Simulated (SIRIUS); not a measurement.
# AlAu (Pm-3m) in SIRIUS: equation of state

How stiff is AlAu in PBEsol, and what volume does it want? The cell is scaled to several volumes.

Program: SIRIUS 7.10.0. These are calculated values, not measurements. Logs are shortened: lines on timing, memory, paths and dates and some standing lists are left out, and cuts for length are marked. The log counts tension as positive stress, the text compression.

### Step 1. The structure

It takes space group Pm-3m (No. 221, cubic). The conventional cell has a = 3.224 Å, b = 3.224 Å, c = 3.224 Å, α = 90.00°, β = 90.00°, γ = 90.00°. Au (site symmetry m-3m) has 8 Al at 2.79 Å as nearest neighbours. Al (site symmetry m-3m) has 8 Au at 2.79 Å as nearest neighbours.

The cell comes from a database or a generator and needn't be the stable form of this composition.

### Step 2. Single point, PBEsol, 15.75 Å³/atom (volume scaled by 0.94)

File sirius.json:

```json
{
  "control": {
    "processing_unit": "cpu",
    "verbosity": 2,
    "num_bands_to_print": 19,
    "print_forces": true,
    "print_stress": true
  },
  "parameters": {
    "electronic_structure_method": "pseudopotential",
    "xc_functionals": ["XC_GGA_X_PBE_SOL", "XC_GGA_C_PBE_SOL"],
    "gk_cutoff": 8.8,
    "pw_cutoff": 17.6,
    "ngridk": [8, 8, 8],
    "shiftk": [0, 0, 0],
    "smearing": "fermi_dirac",
    "smearing_width": 0.0018374661,
    "num_bands": 19,
    "num_mag_dims": 0,
    "num_dft_iter": 100,
    "energy_tol": 1e-08,
    "density_tol": 1e-06
  },
  "iterative_solver": {
    "type": "davidson",
    "min_tolerance": 1e-09,
    "tolerance_scale": [0.1, 0.25]
  },
  "mixer": {
    "type": "anderson",
    "beta": 0.7,
    "max_history": 8
  },
  "settings": {
    "tol_ne": 1e-10,
    "pseudo_grid_cutoff": 6.5
  },
  "unit_cell": {
    "lattice_vectors": [
      [5.967998495458, 0.0, 0.0],
      [0.0, 5.967998495458, 0.0],
      [0.0, 0.0, 5.967998495458]
    ],
    "atom_coordinate_units": "lattice",
    "atom_types": ["Au", "Al"],
    "atom_files": {
      "Au": "Au.json",
      "Al": "Al.json"
    },
    "atoms": {
      "Au": [
        [0.5, 0.5, 0.5]
      ],
      "Al": [
        [0.0, 0.0, 0.0]
      ]
    }
  }
}
```

Potentials or basis: PseudoDojo 0.4.1 PBEsol standard (scalar relativistic).

Launch:

```sh
upf_to_json Au.upf
upf_to_json Al.upf
OMP_NUM_THREADS=1 sirius.scf --input=sirius.json --output=out.json --task=0
```

What it wrote:

```text
[info] SIRIUS version : 7.10.0
[info] number of MPI ranks           : 1
[info] MPI grid                      : 1 1
[info] maximum number of OMP threads : 1
[fft] FFT context for density and potential
[fft] =====================================
[fft]   comm size                             : 1
[fft]   plane wave cutoff                     : 17.6
[fft]   grid size                             : 36 36 36   total : 46656
[fft]   grid limits                           : -17 18   -17 18   -17 18
[fft]   number of G-vectors within the cutoff : 9775
[fft]   local number of G-vectors             : 9775
[fft]   number of G-shells                    : 552
[fft] FFT context for coarse grid
[fft] =====================================
[fft]   comm size                             : 1
[fft]   plane wave cutoff                     : 17.6
[fft]   grid size                             : 36 36 36   total : 46656
[fft]   grid limits                           : -17 18   -17 18   -17 18
[fft]   number of G-vectors within the cutoff : 9775
[fft]   local number of G-vectors             : 9775
[fft]   number of G-shells                    : 552
[unit cell] lattice vectors
[unit cell]   a1 :       5.9679984955      0.0000000000      0.0000000000
[unit cell]   a2 :       0.0000000000      5.9679984955      0.0000000000
[unit cell]   a3 :       0.0000000000      0.0000000000      5.9679984955
[unit cell] reciprocal lattice vectors
[unit cell]   b1 :       1.0528128169      0.0000000000      0.0000000000
[unit cell]   b2 :       0.0000000000      1.0528128169      0.0000000000
[unit cell]   b3 :       0.0000000000      0.0000000000      1.0528128169
[unit cell] unit cell volume :       212.56223847 [a.u.^3]
[unit cell] 1/sqrt(omega)    :         0.06858939
[unit cell] MT volume        :         0.00000000 ( 0.00%)
[unit cell] IT volume        :       212.56223847 (100.00%)
[unit cell] number of atom types : 2
[unit cell] type id : 0 symbol : Au mt_radius :  13.390000 num_atoms : 1
[unit cell] type id : 1 symbol : Al mt_radius :  18.750000 num_atoms : 1
[unit cell] total number of atoms : 2
[unit cell] number of symmetry classes : 2
[... 319 lines left out ...]
[diagonalize] ik:   32   -3.338181   -1.548854   -1.548633   -1.548629    0.316410    0.330877    0.334804    0.431974    0.442237    0.530359    0.562416    0.629834    0.672627    0.722050    0.745780    0.820090    0.862329    1.287910    1.326632
[diagonalize] ik:   33   -3.338176   -1.548836   -1.548836   -1.548613    0.317071    0.329370    0.329370    0.437199    0.457101    0.591735    0.595512    0.595512    0.602548    0.751495    0.768007    0.783600    0.783600    1.327242    1.398619
[diagonalize] ik:   34   -3.338171   -1.548818   -1.548818   -1.548818    0.322995    0.322995    0.322995    0.457383    0.457383    0.592606    0.629078    0.629078    0.629078    0.689759    0.742935    0.742935    0.742935    1.397568    1.451106
[find] Charges and magnetic moments
[find] --------------------------------------------------------------------------------
[find] total charge          : 22.000000
[find] Energy
[find] --------------------------------------------------------------------------------
[find] valence_eval_sum               :     -10.46257751
[find] <rho|V^{XC}>                   :     -19.75521519
[find] <rho|E^{XC}>                   :     -26.23717228
[find] <mag|B^{XC}>                   :       0.00000000
[find] <rho|V^{H}>                    :      74.41275077
[find] one-electron contribution      :     -65.12011309 (Ha),    -130.24022619 (Ry)
[find] hartree contribution           :      37.20637539
[find] xc contribution                :     -26.23717228
[find] ewald contribution             :     -95.61168362
[find] PAW contribution               :       0.00000000
[find] smearing (-TS)                 :      -0.00029793
[find] SCF correction                 :       0.00000074
[find] Total energy                   :    -149.76259287 (Ha),    -299.52518573 (Ry)
[find] Free energy (E-TS)             :    -149.76289080 (Ha),    -299.52578160 (Ry)
[find] band gap (eV)                  :       0.00000000
[find] Efermi                         :       0.60266941
[find] iteration : 11, RMS : 4.472173353359e-08, energy difference : -2.155786660296e-10
[find] Hartree energy of density residual : 6.007733437980e-14
[find] bands are converged : true
[find] iterative solver converged : true
[find] converged after 12 SCF iterations!
[find] Charges and magnetic moments
[find] --------------------------------------------------------------------------------
[find] total charge          : 22.000000
[find] Energy
[find] --------------------------------------------------------------------------------
[find] valence_eval_sum               :     -10.46257751
[find] <rho|V^{XC}>                   :     -19.75521519
[find] <rho|E^{XC}>                   :     -26.23717228
[find] <mag|B^{XC}>                   :       0.00000000
[find] <rho|V^{H}>                    :      74.41275077
[find] one-electron contribution      :     -65.12011309 (Ha),    -130.24022619 (Ry)
[find] hartree contribution           :      37.20637539
[find] xc contribution                :     -26.23717228
[find] ewald contribution             :     -95.61168362
[find] PAW contribution               :       0.00000000
[find] smearing (-TS)                 :      -0.00029793
[find] SCF correction                 :       0.00000074
[find] Total energy                   :    -149.76259287 (Ha),    -299.52518573 (Ry)
[find] Free energy (E-TS)             :    -149.76289080 (Ha),    -299.52578160 (Ry)
[find] band gap (eV)                  :       0.00000000
[find] Efermi                         :       0.60266941
[ground_state] === stress tensor components [kbar] ===
[ground_state] === stress_kin ===
[ground_state] -39928.699781    0.000000    0.000000
[ground_state]     0.000000-39928.699781   -0.000000
[ground_state]     0.000000   -0.000000-39928.699781
[ground_state] === stress_har ===
[ground_state] -17165.940368    0.000000    0.000000
[ground_state]     0.000000-17165.940368   -0.000000
[ground_state]     0.000000   -0.000000-17165.940368
[ground_state] === stress_ewald ===
[ground_state] 44112.452300    0.000000   -0.000000
[ground_state]     0.00000044112.452300    0.000000
[ground_state]    -0.000000    0.00000044112.452300
[ground_state] === stress_vloc ===
[ground_state] 12710.902343    0.000000   -0.000000
[ground_state]     0.00000012710.902343    0.000000
[ground_state]    -0.000000    0.00000012710.902343
[ground_state] === stress_xc ===
[ground_state] -8874.499809    0.000000   -0.000000
[ground_state]     0.000000-8874.499809    0.000000
[ground_state]    -0.000000    0.000000-8874.499809
[ground_state] === stress_core ===
[ground_state] 17642.119911    0.000000    0.000000
[ground_state]     0.00000017642.119911    0.000000
[ground_state]     0.000000    0.00000017642.119911
[ground_state] === stress_nonloc ===
[ground_state] -8516.276044    0.000000    0.000000
[ground_state]     0.000000-8516.276044    0.000000
[ground_state]     0.000000    0.000000-8516.276044
[ground_state] === stress_us_nl ===
[ground_state] -8516.276044    0.000000    0.000000
[ground_state]     0.000000-8516.276044    0.000000
[ground_state]     0.000000    0.000000-8516.276044
[ground_state] === stress_total ===
[ground_state]   -19.941448    0.000000    0.000000
[ground_state]     0.000000  -19.941448   -0.000000
[ground_state]     0.000000   -0.000000  -19.941448
[ground_state] ==== total Forces in Ha/bohr =====
[ground_state] atom:    0, force:       0.0000000      0.0000000      0.0000000
[... 14 lines left out ...]
[ground_state] atom:    0, force:       0.0000000      0.0000000      0.0000000
[ground_state] atom:    1, force:       0.0000000      0.0000000      0.0000000
[~DFT_ground_state] local op. applied: 18606
[~DFT_ground_state] evp. work count: 3962.55
[~DFT_ground_state] number of iterative solver steps: 1259
```

Run time: 35 s. Hardware: 1 thread of Arm Neoverse V1, shared host; peak memory 0.36 GiB.

Results:

```yaml
Free_energy: -4075.2559 eV
Pressure: 2.0 GPa
Band_gap_on_the_k_mesh: none (metal or under the smearing width)
```

### Step 3. Single point, PBEsol, 16.08 Å³/atom (volume scaled by 0.96)

Edit sirius.json of step 2 so:

```diff
@@ -39,5 +39,5 @@
     "lattice_vectors": [
-      [5.967998495458, 0.0, 0.0],
-      [0.0, 5.967998495458, 0.0],
-      [0.0, 0.0, 5.967998495458]
+      [6.010028038571, 0.0, 0.0],
+      [0.0, 6.010028038571, 0.0],
+      [0.0, 0.0, 6.010028038571]
     ],
```

Potentials or basis: PseudoDojo 0.4.1 PBEsol standard (scalar relativistic).

Launch:

```sh
upf_to_json Au.upf
upf_to_json Al.upf
OMP_NUM_THREADS=1 sirius.scf --input=sirius.json --output=out.json --task=0
```

Run time: 36 s. Hardware: 1 thread of Arm Neoverse V1, shared host; peak memory 0.36 GiB.

The run converged. Its results:

```yaml
Free_energy: -4075.2583 eV
Pressure: -0.8 GPa
Band_gap_on_the_k_mesh: none (metal or under the smearing width)
```

### Step 4. Single point, PBEsol, 16.42 Å³/atom (volume scaled by 0.98)

Edit sirius.json of step 3 so:

```diff
@@ -39,5 +39,5 @@
     "lattice_vectors": [
-      [6.010028038571, 0.0, 0.0],
-      [0.0, 6.010028038571, 0.0],
-      [0.0, 0.0, 6.010028038571]
+      [6.051477817678, 0.0, 0.0],
+      [0.0, 6.051477817678, 0.0],
+      [0.0, 0.0, 6.051477817678]
     ],
```

Launch:

```sh
upf_to_json Au.upf
upf_to_json Al.upf
OMP_NUM_THREADS=1 sirius.scf --input=sirius.json --output=out.json --task=0
```

It took 37 s on 1 thread of Arm Neoverse V1, shared host; peak memory 0.37 GiB.

Results (log left out):

| Property | Result |
| --- | --- |
| Free energy | -4075.2498 eV |
| Pressure | -3.2 GPa |
| Band gap on the k mesh | none (metal or under the smearing width) |

### Step 5. Single point, PBEsol, 17.09 Å³/atom (volume scaled by 1.02)

Edit sirius.json of step 4 so:

```diff
@@ -39,5 +39,5 @@
     "lattice_vectors": [
-      [6.051477817678, 0.0, 0.0],
-      [0.0, 6.051477817678, 0.0],
-      [0.0, 0.0, 6.051477817678]
+      [6.132715401637, 0.0, 0.0],
+      [0.0, 6.132715401637, 0.0],
+      [0.0, 0.0, 6.132715401637]
     ],
```

Launch:

```sh
upf_to_json Au.upf
upf_to_json Al.upf
OMP_NUM_THREADS=1 sirius.scf --input=sirius.json --output=out.json --task=0
```

Wall time 45 s (1 thread of Arm Neoverse V1, shared host); peak memory 0.39 GiB.

The run converged. Its results:

```yaml
Free_energy: -4075.2052 eV
Pressure: -7.2 GPa
Band_gap_on_the_k_mesh: none (metal or under the smearing width)
```

### Step 6. Single point, PBEsol, 17.42 Å³/atom (volume scaled by 1.04)

Edit sirius.json of step 5 so:

```diff
@@ -39,5 +39,5 @@
     "lattice_vectors": [
-      [6.132715401637, 0.0, 0.0],
-      [0.0, 6.132715401637, 0.0],
-      [0.0, 0.0, 6.132715401637]
+      [6.172539344856, 0.0, 0.0],
+      [0.0, 6.172539344856, 0.0],
+      [0.0, 0.0, 6.172539344856]
     ],
```

Potentials or basis: PseudoDojo 0.4.1 PBEsol standard (scalar relativistic).

Launch:

```sh
upf_to_json Au.upf
upf_to_json Al.upf
OMP_NUM_THREADS=1 sirius.scf --input=sirius.json --output=out.json --task=0
```

Wall time 46 s (1 thread of Arm Neoverse V1, shared host); peak memory 0.38 GiB.

The run converged. Its results:

```
Free energy            : -4075.1718 eV
Pressure               : -8.7 GPa
Band gap on the k mesh : none (metal or under the smearing width)
```

### Step 7. Single point, PBEsol, 17.76 Å³/atom (volume scaled by 1.06)

Edit sirius.json of step 6 so:

```diff
@@ -39,5 +39,5 @@
     "lattice_vectors": [
-      [6.172539344856, 0.0, 0.0],
-      [0.0, 6.172539344856, 0.0],
-      [0.0, 0.0, 6.172539344856]
+      [6.211855941964, 0.0, 0.0],
+      [0.0, 6.211855941964, 0.0],
+      [0.0, 0.0, 6.211855941964]
     ],
```

Potentials or basis: PseudoDojo 0.4.1 PBEsol standard (scalar relativistic).

Launch:

```sh
upf_to_json Au.upf
upf_to_json Al.upf
OMP_NUM_THREADS=1 sirius.scf --input=sirius.json --output=out.json --task=0
```

What it wrote:

```text
[info] SIRIUS version : 7.10.0
[info] number of MPI ranks           : 1
[info] MPI grid                      : 1 1
[info] maximum number of OMP threads : 1
[fft] FFT context for density and potential
[fft] =====================================
[fft]   comm size                             : 1
[fft]   plane wave cutoff                     : 17.6
[fft]   grid size                             : 40 40 40   total : 64000
[fft]   grid limits                           : -19 20   -19 20   -19 20
[fft]   number of G-vectors within the cutoff : 11060
[fft]   local number of G-vectors             : 11060
[fft]   number of G-shells                    : 618
[fft] FFT context for coarse grid
[fft] =====================================
[fft]   comm size                             : 1
[fft]   plane wave cutoff                     : 17.6
[fft]   grid size                             : 40 40 40   total : 64000
[fft]   grid limits                           : -19 20   -19 20   -19 20
[fft]   number of G-vectors within the cutoff : 11060
[fft]   local number of G-vectors             : 11060
[fft]   number of G-shells                    : 618
[unit cell] lattice vectors
[unit cell]   a1 :       6.2118559420      0.0000000000      0.0000000000
[unit cell]   a2 :       0.0000000000      6.2118559420      0.0000000000
[unit cell]   a3 :       0.0000000000      0.0000000000      6.2118559420
[unit cell] reciprocal lattice vectors
[unit cell]   b1 :       1.0114827784      0.0000000000      0.0000000000
[unit cell]   b2 :       0.0000000000      1.0114827784      0.0000000000
[unit cell]   b3 :       0.0000000000      0.0000000000      1.0114827784
[unit cell] unit cell volume :       239.69784337 [a.u.^3]
[unit cell] 1/sqrt(omega)    :         0.06459039
[... 333 lines left out ...]
[find] --------------------------------------------------------------------------------
[find] valence_eval_sum               :     -11.94321267
[find] <rho|V^{XC}>                   :     -19.65531803
[find] <rho|E^{XC}>                   :     -26.15978185
[find] <mag|B^{XC}>                   :       0.00000000
[find] <rho|V^{H}>                    :      78.90421928
[find] one-electron contribution      :     -71.19211392 (Ha),    -142.38422783 (Ry)
[find] hartree contribution           :      39.45210964
[find] xc contribution                :     -26.15978185
[find] ewald contribution             :     -91.85827703
[find] PAW contribution               :       0.00000000
[find] smearing (-TS)                 :      -0.00029957
[find] SCF correction                 :       0.00000077
[find] Total energy                   :    -149.75806239 (Ha),    -299.51612478 (Ry)
[find] Free energy (E-TS)             :    -149.75836196 (Ha),    -299.51672391 (Ry)
[find] band gap (eV)                  :       0.00000000
[find] Efermi                         :       0.51296568
[find] iteration : 11, RMS : 2.132425015938e-08, energy difference : -1.540740868222e-10
[find] Hartree energy of density residual : 2.775474419741e-14
[find] bands are converged : true
[find] iterative solver converged : true
[find] converged after 12 SCF iterations!
[find] Charges and magnetic moments
[find] --------------------------------------------------------------------------------
[find] total charge          : 22.000000
[find] Energy
[find] --------------------------------------------------------------------------------
[find] valence_eval_sum               :     -11.94321267
[find] <rho|V^{XC}>                   :     -19.65531803
[find] <rho|E^{XC}>                   :     -26.15978185
[find] <mag|B^{XC}>                   :       0.00000000
[find] <rho|V^{H}>                    :      78.90421928
[find] one-electron contribution      :     -71.19211392 (Ha),    -142.38422783 (Ry)
[find] hartree contribution           :      39.45210964
[find] xc contribution                :     -26.15978185
[find] ewald contribution             :     -91.85827703
[find] PAW contribution               :       0.00000000
[find] smearing (-TS)                 :      -0.00029957
[find] SCF correction                 :       0.00000077
[find] Total energy                   :    -149.75806239 (Ha),    -299.51612478 (Ry)
[find] Free energy (E-TS)             :    -149.75836196 (Ha),    -299.51672391 (Ry)
[find] band gap (eV)                  :       0.00000000
[find] Efermi                         :       0.51296568
[ground_state] === stress tensor components [kbar] ===
[ground_state] === stress_kin ===
[ground_state] -35301.176505    0.000000   -0.000000
[ground_state]     0.000000-35301.176505    0.000000
[ground_state]    -0.000000    0.000000-35301.176505
[ground_state] === stress_har ===
[ground_state] -16141.446677    0.000000   -0.000000
[ground_state]     0.000000-16141.446677    0.000000
[ground_state]    -0.000000    0.000000-16141.446677
[ground_state] === stress_ewald ===
[ground_state] 37582.920002    0.000000   -0.000000
[ground_state]     0.00000037582.920002    0.000000
[ground_state]    -0.000000    0.00000037582.920002
[ground_state] === stress_vloc ===
[ground_state] 13720.449682    0.000000    0.000000
[ground_state]     0.00000013720.449682   -0.000000
[ground_state]     0.000000   -0.00000013720.449682
[ground_state] === stress_xc ===
[ground_state] -7894.664587    0.000000   -0.000000
[ground_state]     0.000000-7894.664587    0.000000
[ground_state]    -0.000000    0.000000-7894.664587
[ground_state] === stress_core ===
[ground_state] 15640.194804    0.000000    0.000000
[ground_state]     0.00000015640.194804    0.000000
[ground_state]     0.000000    0.00000015640.194804
[ground_state] === stress_nonloc ===
[ground_state] -7506.067348    0.000000    0.000000
[ground_state]     0.000000-7506.067348   -0.000000
[ground_state]     0.000000   -0.000000-7506.067348
[ground_state] === stress_us_nl ===
[ground_state] -7506.067348    0.000000    0.000000
[ground_state]     0.000000-7506.067348   -0.000000
[ground_state]     0.000000   -0.000000-7506.067348
[ground_state] === stress_total ===
[ground_state]   100.209371    0.000000   -0.000000
[ground_state]     0.000000  100.209371    0.000000
[ground_state]    -0.000000    0.000000  100.209371
[ground_state] ==== total Forces in Ha/bohr =====
[ground_state] atom:    0, force:       0.0000000      0.0000000      0.0000000
[... 14 lines left out ...]
[ground_state] atom:    0, force:       0.0000000      0.0000000      0.0000000
[ground_state] atom:    1, force:       0.0000000      0.0000000      0.0000000
[~DFT_ground_state] local op. applied: 18665
[~DFT_ground_state] evp. work count: 3958.05
[~DFT_ground_state] number of iterative solver steps: 1327
```

Wall time 46 s (1 thread of Arm Neoverse V1, shared host); peak memory 0.39 GiB.

Results:

```
Free energy            : -4075.1326 eV
Pressure               : -10.0 GPa
Band gap on the k mesh : none (metal or under the smearing width)
```

### Step 8. Equation of state, PBEsol

No new run: the results of the series are fitted here.

What came out:

```
Equilibrium volume                      : 15.99 Å³/atom
Bulk modulus                            : 133 GPa
Pressure derivative of the bulk modulus : 6.2 (rough: it moves with the points fitted)
```

Energy against volume, from the lowest point:
| volume (Å³/atom) | energy (meV/atom) |
| --- | --- |
| 15.749 | 1.22 |
| 16.084 | 0.00 |
| 16.419 | 4.26 |
| 16.755 | 13.33 |
| 17.090 | 26.55 |
| 17.425 | 43.23 |
| 17.760 | 62.83 |

Spin-orbit coupling is left out, which matters for the levels of Au.
